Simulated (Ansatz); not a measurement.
This run works on a generated trial structure, not on a known crystal.

Input and command of a plane-wave DFT calculation in Ansatz:

```yaml
crystal:
  lattice:
    - [-2.4608086868, 2.5091206569, -0.0144513989]
    - [2.4952605536, 2.5435725237, 0.0667146919]
    - [1.1612480193, -1.2990904665, -4.4959910019]
  atoms:
    - { symbol: C, position: [0.4186541111, 0.4826398267, 0.8355782605] }
    - { symbol: C, position: [0.9048839877, 0.0025436338, 0.8122276749] }
    - { symbol: C, position: [0.9195749889, 0.2531791499, 0.3316731538] }
    - { symbol: C, position: [0.4099997017, 0.7457591785, 0.3376852539] }
    - { symbol: C, position: [0.0871289738, 0.0017251617, 0.1709044849] }
    - { symbol: C, position: [0.5816720006, 0.5051071764, 0.1745049206] }
    - { symbol: C, position: [0.0867815944, 0.2607513808, 0.6721544331] }
    - { symbol: C, position: [0.5913046418, 0.7482944922, 0.6652718183] }
basis:
  ecutwfc: 420
kpoints:
  mp_grid: { grid: [6, 6, 6] }
hamiltonian:
  xc: pbe
scf:
  occupations: { method: gaussian, width: 0.2 }
  lower_state_search: "off"
output:
  forces: true
  stress: true
  eigenvalues: true
relax:
  adjacent_minimum: "off"
  f_tol: 0.025
  max_steps: 60
  cell: { stress_tol: 0.25 }
```

```bash
ansatz run input.yaml --threads 1 --pin off --max-ram 2560MiB --backend cpu --events-out ev --progress --plain --runs-dir out
```

Processor: Arm Neoverse V1, 1 thread, on a host shared with other jobs.

**Question.** How long does it run, and how much memory does it take?

**Answer.** About 2.3 min, peak memory 0.42 GiB. It solves 24 bands at 112 k points (after reduction by symmetry) with about 1077 plane waves (on the last cell), in 38 SCF iterations over 8 ionic steps.
